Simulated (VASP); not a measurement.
# Ho (Im-3m) in VASP: further runs, part 2 of 2

VASP 6.6.1. Earlier steps stand in the parts before.

### Step 4. Single point, LDA, collinear spin, ferromagnetic start

INCAR reads:

```
PREC = Accurate
ENCUT = 460
EDIFF = 1E-6
ISMEAR = 1
SIGMA = 0.2
LREAL = F
LASPH = T
NELM = 100
ALGO = Normal
ISIF = 2
LWAVE = F
LCHARG = F
ISPIN = 2
MAGMOM = 4
LORBIT = 11
LMAXMIX = 6
GGA = CA
NBANDS = 20
ADDGRID = F
```

KPOINTS reads:

```
Automatic mesh
0
Gamma
  5 5 5
```

POSCAR reads:

```
Ho
1.0
   -1.9905175072      1.9905175072      1.9905175072
    1.9905175072     -1.9905175072      1.9905175072
    1.9905175072      1.9905175072     -1.9905175072
Ho
1
Direct
    0.0000000000      0.0000000000      0.0000000000
```

Potentials or basis: VASP PAW PBE potentials, release 64 (Ho).

Run with:

```bash
$ cat potpaw_PBE.64/Ho/POTCAR > POTCAR
$ mpirun -np 1 vasp_std > vasp.out
```

OUTCAR:

```text
PREC = Accurate
   ENCUT = 460
   EDIFF = 1E-6
   ISMEAR = 1
   LREAL = F
   LASPH = T
   NELM = 100
   ISIF = 2
   ISPIN = 2
   LORBIT = 11
   GGA = CA

 Found     10 irreducible k-points:

 Following reciprocal coordinates:
            Coordinates               Weight
  0.000000  0.000000  0.000000      1.000000
  0.200000  0.000000  0.000000     12.000000
  0.400000  0.000000  0.000000     12.000000
  0.200000  0.200000  0.000000     24.000000
  0.400000  0.200000 -0.000000     24.000000
  0.200000  0.200000  0.200000      8.000000
   k-points           NKPTS =     10   k-points in BZ     NKDIM =     10   number of bands    NBANDS=     20
[... 363 lines left out ...]
  Total       -0.5847148     -0.5847148     -0.5847148     -0.0000000     -0.0000000      0.0000000
  in kB      -29.6959146    -29.6959146    -29.6959146     -0.0000000     -0.0000000      0.0000000
  external PRESSURE =     -29.6959146 kB  Pullay stress =       0.0000000 kB

 VOLUME and BASIS-vectors are now :
 -----------------------------------------------------------------------------
  energy-cutoff  :      460.00
  volume of cell :       31.55
      direct lattice vectors                 reciprocal lattice vectors
    -1.990517507  1.990517507  1.990517507     0.000000000  0.251190958  0.251190958
     1.990517507 -1.990517507  1.990517507     0.251190958  0.000000000  0.251190958
     1.990517507  1.990517507 -1.990517507     0.251190958  0.251190958  0.000000000

 POSITION                                       TOTAL-FORCE (eV/Angst)
 -----------------------------------------------------------------------------------
      0.00000      0.00000      0.00000         0.000000      0.000000      0.000000
 -----------------------------------------------------------------------------------
    total drift:                                0.000000      0.000000     -0.000000

  FREE ENERGIE OF THE ION-ELECTRON SYSTEM (eV)
  ---------------------------------------------------
  free  energy   TOTEN  =        -6.3962548087 eV

  energy  without entropy=       -6.3647228692  energy(sigma->0) =       -6.38574416

 total charge

# of ion       s       p       d       f       tot
--------------------------------------------------
    1        2.125   5.689   0.387  10.377  18.578

 magnetization (x)

# of ion       s       p       d       f       tot
--------------------------------------------------
    1        0.003  -0.030  -0.024   3.384   3.333
```

Run time: 45 s. Hardware: 1 thread of Intel Xeon Platinum 8375C at 2.90GHz (Ice Lake), shared host; peak memory 0.14 GiB.

These settings aren't checked as converged: the numbers below hold their error.

Results:

```yaml
Free_energy: -6.3963 eV
Pressure: -3.0 GPa
Band_gap_on_the_k_mesh: none (metal or under the smearing width)
Net_moment: 3.26 μB per cell
Site_moments: Ho +3.33 μB
Valence_electrons_inside_the_program's_atomic_spheres: Ho 18.58
```

Caveat: the k mesh is coarse (spacing up to 0.45 Å⁻¹), so the values aren't converged; the magnetic or orbital state may not be the lowest; the PAW data sets were made with another functional, which shifts forces and pressure a little; spin-orbit coupling is left out, which moves the levels of the heavy elements.

### Step 5. Single point, LDA, collinear spin, ferromagnetic start

Edit INCAR of step 4 so:

```diff
@@ -4,3 +4,3 @@
 ISMEAR = 1
-SIGMA = 0.2
+SIGMA = 0.1
 LREAL = F
```

KPOINTS is that of step 4.

POSCAR is that of step 4.

Run with:

```bash
$ cat potpaw_PBE.64/Ho/POTCAR > POTCAR
$ mpirun -np 1 vasp_std > vasp.out
```

Run time: 58 s. Hardware: 1 thread of Intel Xeon Platinum 8375C at 2.90GHz (Ice Lake), shared host; peak memory 0.14 GiB.

These settings aren't checked as converged: the numbers below hold their error.

Results:

```yaml
Free_energy: -6.3802 eV
Pressure: -2.6 GPa
Band_gap_on_the_k_mesh: none (metal or under the smearing width)
Net_moment: 3.22 μB per cell
Site_moments: Ho +3.31 μB
Valence_electrons_inside_the_program's_atomic_spheres: Ho 18.58
```

Caveat: the k mesh is coarse (spacing up to 0.45 Å⁻¹), so the values aren't converged; the magnetic or orbital state may not be the lowest; the PAW data sets were made with another functional, which shifts forces and pressure a little; spin-orbit coupling is left out, which moves the levels of the heavy elements.

### Step 6. Single point, LDA, collinear spin, ferromagnetic start

Edit INCAR of step 5 so:

```diff
@@ -4,3 +4,3 @@
 ISMEAR = 1
-SIGMA = 0.1
+SIGMA = 0.05
 LREAL = F
```

KPOINTS is that of step 5.

POSCAR is that of step 5.

Potentials or basis: VASP PAW PBE potentials, release 64 (Ho).

Run with:

```bash
$ cat potpaw_PBE.64/Ho/POTCAR > POTCAR
$ mpirun -np 1 vasp_std > vasp.out
```

Run time: 40 s. Hardware: 1 thread of Intel Xeon Platinum 8375C at 2.90GHz (Ice Lake), shared host; peak memory 0.14 GiB.

The run converged, but some of its settings lie outside the range that counts as converged, so its numbers aren't taken as properties of the crystal.

Results:

- Free energy: -6.3751 eV
- Pressure: -2.7 GPa
- Band gap on the k mesh: none (metal or under the smearing width)
- Net moment: 3.21 μB per cell
- Site moments: Ho +3.31 μB
- Valence electrons inside the program's atomic spheres: Ho 18.58

Caveat: the k mesh is coarse (spacing up to 0.45 Å⁻¹), so the values aren't converged; the magnetic or orbital state may not be the lowest; the PAW data sets were made with another functional, which shifts forces and pressure a little; spin-orbit coupling is left out, which moves the levels of the heavy elements.

### Step 7. The reference run

An earlier run on the cell as given: functional PBE; potentials or basis VASP PAW PBE potentials, release 64 (Ho); cutoff 520 eV; k mesh 9 × 9 × 9; occupations fermi-dirac, width 0.05 eV; collinear spin, ferromagnetic start; starting moments [4.0] μB.

- Pressure: 2.4 GPa
- Band gap on the k mesh: none (metal or under the smearing width)
- Net moment: 3.64 μB per cell
- Site moments: Ho +3.52 μB
- Valence electrons inside the program's atomic spheres: Ho 18.55
